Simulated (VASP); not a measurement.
A run of VASP 6.6.1:

Contents of INCAR:

```
SYSTEM = GaN
  PREC = Accurate
  ENCUT = 520
  EDIFF = 1E-7
  ISMEAR = -1
  SIGMA = 0.05
  LREAL = .False.
  LASPH = .True.
  NELM = 60
  ALGO = Normal
  ISIF = 2
  LWAVE = .False.
  LCHARG = .False.
  GGA = PS
  NBANDS = 16
```

File KPOINTS:

```
regular mesh
0
Gamma
  8 8 8
  0 0 0
```

Contents of POSCAR:

```
GaN
1.0
    0.0000000000      2.2500000000      2.2500000000
    2.2500000000      0.0000000000      2.2500000000
    2.2500000000      2.2500000000      0.0000000000
Ga N
1 1
Direct
    0.0000000000      0.0000000000      0.0000000000
    0.2500000000      0.2500000000      0.2500000000
```

Potentials or basis: VASP PAW PBE potentials, release 64 (Ga_d, N).

Run with:

```bash
$ cat potpaw_PBE.64/Ga_d/POTCAR potpaw_PBE.64/N/POTCAR > POTCAR
$ mpirun -np 1 vasp_std > vasp.out
```

Hardware: 1 thread of Intel(R) Xeon(R) Platinum 8488C (Sapphire Rapids), with other jobs on the host.

Q: How long does it take, and how much memory?

A: Wall time 6.8 s on 1 thread of Intel(R) Xeon(R) Platinum 8488C (Sapphire Rapids), with other jobs on the host, peak memory 0.14 GiB. Counts: scf iterations 13, k points 29.
